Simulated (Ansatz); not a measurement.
Crystal: P.

```
CELL_PARAMETERS angstrom
1.64774 -5.46504 0.00000
1.64774 5.46504 0.00000
0.00000 0.00000 4.54364
ATOMIC_POSITIONS crystal
P 0.90414 0.09586 0.58882
P 0.09586 0.90414 0.41118
P 0.59586 0.40414 0.08882
P 0.40414 0.59586 0.91118
```

* Program: Ansatz 0.2.0
* Task: relaxation of cell and atoms
* Functional: PBE
* Potentials or basis: PseudoDojo standard (PBE files)
* Cutoff: 599 eV
* Density cutoff: 2395 eV
* k mesh: 8 × 8 × 6
* Occupations: fermi-dirac, width 0.05 eV
* Spin: no spin polarisation

At the start: volume 20.46 Å³/atom.

Question: Where does the relaxation end?

Answer: It ends after 6 steps and the volume is 21.29 Å³/atom (+4.1 %); space group Cmce (No. 64, to 0.05 Å).

The path:
```
step  energy change (eV)  largest force (eV/Å)  volume (Å³)
   1              0.0000                0.3524        81.83
   2             -0.0160                0.1124        83.33
   3             -0.0199                0.0357        85.22
   4             -0.0207                0.0071        85.03
   5             -0.0207                0.0055        85.15
   6             -0.0208                0.0055        85.15
```

Final structure:
```cif
data_structure
_symmetry_space_group_name_H-M 'P 1'
_symmetry_Int_Tables_number 1
_cell_length_a 5.8780
_cell_length_b 5.8780
_cell_length_c 4.5583
_cell_angle_alpha 90.000
_cell_angle_beta 90.000
_cell_angle_gamma 147.271
_cell_volume 85.15
loop_
_atom_site_label
_atom_site_type_symbol
_atom_site_fract_x
_atom_site_fract_y
_atom_site_fract_z
_atom_site_occupancy
P1 P 0.90587 0.09413 0.58625 1
P2 P 0.09413 0.90587 0.41375 1
P3 P 0.59413 0.40587 0.08625 1
P4 P 0.40587 0.59413 0.91375 1
```

Caveat: the plane-wave basis is chosen anew once the cell has moved, so the energies of steps on either side of that aren't comparable.
